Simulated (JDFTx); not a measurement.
Input of a JDFTx 1.7.0 (patched build) run:

Pb.in

```
lattice \
   -3.9058824859     3.7780311752     3.7624976265 \
    3.8746963357    -3.6613084617     3.5179236022 \
    3.9329868277     3.5917476430    -3.7195989537
coords-type Lattice
ion Pb     0.0046640000    -0.0036750000     0.0031350000 1

ion-species pseudo/Pb.upf
elec-cutoff 28
elec-ex-corr gga-PBEsol
kpoint-folding 9 9 9
elec-smearing Fermi 0.0018374661
elec-n-bands 13
electronic-SCF nIterations 100 energyDiffThreshold 1e-09
electronic-minimize nIterations 30 energyDiffThreshold 1e-7
converge-empty-states yes
forces-output-coords Cartesian

dump-name run.$VAR
dump End Ecomponents EigStats BandEigs Kpoints Forces Stress
```

Potentials or basis: PseudoDojo-SR-PBEsol-0.4.1-standard with smoothed tails.

Run with:

```bash
$ jdftx -c 1 -i Pb.in -o Pb.out
```

Question: What does it give for the pressure?

Answer: -1.3 GPa.

Question: What does it give for the band gap on the k mesh?

Answer: None (metal or under the smearing width).

Stress tensor (GPa, compression positive):
```
-1.23  0.24  0.28
 0.24 -1.41 -0.33
 0.28 -0.33 -1.15
```

The run has no spin-orbit coupling, so splittings on Pb are missing.
